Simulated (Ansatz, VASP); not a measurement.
This is a calculation of GaSb for Ansatz 0.2.0.

File input.yaml:

```yaml
crystal:
  lattice:
    - [-2.7716691937, 2.7716691937, 1.6012417905]
    - [2.7716691937, -2.7716691937, 1.6012417905]
    - [2.7716691937, 2.7716691937, -1.6012417905]
  atoms:
    - { symbol: Sb, position: [0.0, 0.0, 0.0] }
    - { symbol: Ga, position: [0.75, 0.25, 0.5] }
kpoints:
  mp_grid: { grid: [10, 10, 10] }
scf:
  occupations: { method: fermi_dirac, width: 0.05 }
hamiltonian:
  xc: pbesol
  pseudopotentials: { kind: all_electron, lapw: { basis_error: 0.001 } }
output:
  forces: true
  stress: true
  eigenvalues: true
```

Potentials or basis: all-electron LAPW, scalar-relativistic.

Launch:

```sh
$ ansatz run input.yaml --threads 1 --pin off --max-ram 3072MiB --backend cpu --events-out ev --progress --plain --runs-dir out
```

Problem. Translate it to VASP 6.6.1. Potentials there: VASP PAW PBE potentials, release 64 (Sb, Ga_d).

Solution. As run (the cutoff follows the program's own potentials):

The input INCAR:

```
  PREC = Accurate
  ENCUT = 520
  EDIFF = 1E-7
  ISMEAR = -1
  SIGMA = 0.05
  LREAL = False
  LASPH = True
  NELM = 80
  ALGO = Normal
  ISIF = 2
  LWAVE = False
  LCHARG = True
  GGA = PS
  LELF = True
  LVHAR = True
  NBANDS = 16
```

File KPOINTS:

```
regular mesh
0
Gamma
  10 10 10
```

The input POSCAR:

```
GaSb
1.0
   -2.7716691937      2.7716691937      1.6012417905
    2.7716691937     -2.7716691937      1.6012417905
    2.7716691937      2.7716691937     -1.6012417905
Sb Ga
1 1
Direct
    0.0000000000      0.0000000000      0.0000000000
    0.7500000000      0.2500000000      0.5000000000
```

Potentials or basis: VASP PAW PBE potentials, release 64 (Sb, Ga_d).

Run with:

```bash
$ cat potpaw_PBE.64/Sb/POTCAR potpaw_PBE.64/Ga_d/POTCAR > POTCAR
$ mpirun -np 1 vasp_std > vasp.out
```

Both were run:

|  | VASP | Ansatz | Ansatz less VASP |
| --- | --- | --- | --- |
| gap on the k mesh at the Fermi level (eV) | none | none | - |
| pressure (GPa) | -3.7 | -3.8 | -0.04 |
| largest component of the traceless stress (GPa) | 0.39 | 0.37 | -0.018 |

A gap of «none» marks a metal or a gap that the smearing closes. Ansatz ran all-electron here, so the differences hold the error of VASP's frozen core and of both bases.

Caveats: the PAW data sets were made with another functional, which shifts forces and pressure a little (VASP). The runs have no spin-orbit coupling, so splittings on Sb are missing.
